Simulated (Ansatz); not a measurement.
The system is Ag.

```
Ag
1.0
     0.00000    2.04275    2.04275
     2.04275    0.00000    2.04275
     2.04275    2.04275    0.00000
Ag
1
Direct
  0.00000 0.00000 0.00000
```

Program: Ansatz 0.2.0. Alike in all runs: task single point; cell as given. Hardware: 1 thread of Arm Neoverse V2, on a shared host.

**Question.** Order these runs on this cell by their wall time, lowest first.
A. level LDA; potentials or basis all-electron LAPW, relativistic spinors; spin SOC, no magnetisation; k mesh 8 × 8 × 8; cutoff (eV) 240; smearing methfessel-paxton 0.1 eV; basis error allowed 0.001 eV/atom; mesh quality coarse
B. level PBE; potentials or basis all-electron LAPW, scalar-relativistic; spin off; k mesh 11 × 11 × 11; cutoff (eV) 240; smearing gaussian 0.012 eV; basis error allowed 0.001 eV/atom; mesh quality not flagged
C. level PBE; potentials or basis all-electron LAPW, scalar-relativistic; spin off; k mesh 7 × 7 × 7; cutoff (eV) 223; smearing fermi-dirac 0.02 eV; basis error allowed 0.002 eV/atom; mesh quality coarse

**Answer.** C (1.7 s), B (3.9 s), A (17 s).

Caveats: some runs use coarse meshes; the k mesh is thin for a metal, which can move the energy by tens of meV per atom (some runs).

Not every run made on this cell is shown here.
